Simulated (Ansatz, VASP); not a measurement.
**CdF2 in VASP and in Ansatz**

File INCAR:

```
SYSTEM = CdF2
PREC = Accurate
ENCUT = 520
EDIFF = 1E-7
ISMEAR = 0
SIGMA = 0.05
LREAL = .FALSE.
LASPH = .TRUE.
NELM = 80
ALGO = Normal
ISIF = 2
LWAVE = .FALSE.
LCHARG = .FALSE.
NBANDS = 20
```

KPOINTS

```
Automatic mesh
0
G
  8 8 8
  0 0 0
```

POSCAR

```
CdF2
1.0
    0.0000000000      2.6940000000      2.6940000000
    2.6940000000      0.0000000000      2.6940000000
    2.6940000000      2.6940000000      0.0000000000
Cd F
1 2
Direct
   -0.2227171492      0.0000000000      0.0000000000
    0.2500000000      0.2500000000      0.2500000000
    0.7500000000      0.7500000000      0.7500000000
```

Input for Ansatz:

```yaml
crystal:
  lattice:
    - [0.0, 2.694, 2.694]
    - [2.694, 0.0, 2.694]
    - [2.694, 2.694, 0.0]
  atoms:
    - { symbol: Cd, position: [-0.2227171492, 0.0, 0.0] }
    - { symbol: F, position: [0.25, 0.25, 0.25] }
    - { symbol: F, position: [0.75, 0.75, 0.75] }
basis:
  ecutwfc: 420
kpoints:
  mp_grid: { grid: [8, 8, 8] }
hamiltonian:
  xc: lda
scf:
  occupations: { method: gaussian, width: 0.05 }
output:
  forces: true
  stress: true
  eigenvalues: true
```

Alike in both runs: task single point; functional LDA; k mesh 8 × 8 × 8; occupations gaussian, width 0.05 eV; no spin polarisation.

|  | VASP | Ansatz |
| --- | --- | --- |
| version | VASP 6.6.1 | Ansatz 0.2.0 |
| potentials or method | VASP PAW LDA potentials, release 64 (Cd, F) | scalar-relativistic, plane waves, PAW |
| plane-wave cutoff (eV) | 520 | 420 |
| valence electrons in the cell | 26 | 34 |

VASP gave:

```
gap on the k mesh at the Fermi level (eV) : 1.64
least direct gap on the mesh (eV)         : 2.74
rms of the force components (eV/Å)        : 7.946
```

Problem. Estimate Ansatz's values.

Solution. gap on the k mesh at the Fermi level (eV): 1.68; least direct gap on the mesh (eV): 2.76; rms of the force components (eV/Å): 7.167.

Atom by atom the forces differ by 0.780 eV/Å (rms over components). The two sets of potentials don't hold the same shells in valence.

Caveats: forces of over 1 eV/Å show positions far from the minimum, so gaps and moduli don't describe the material at rest. A k mesh can miss the band edges.
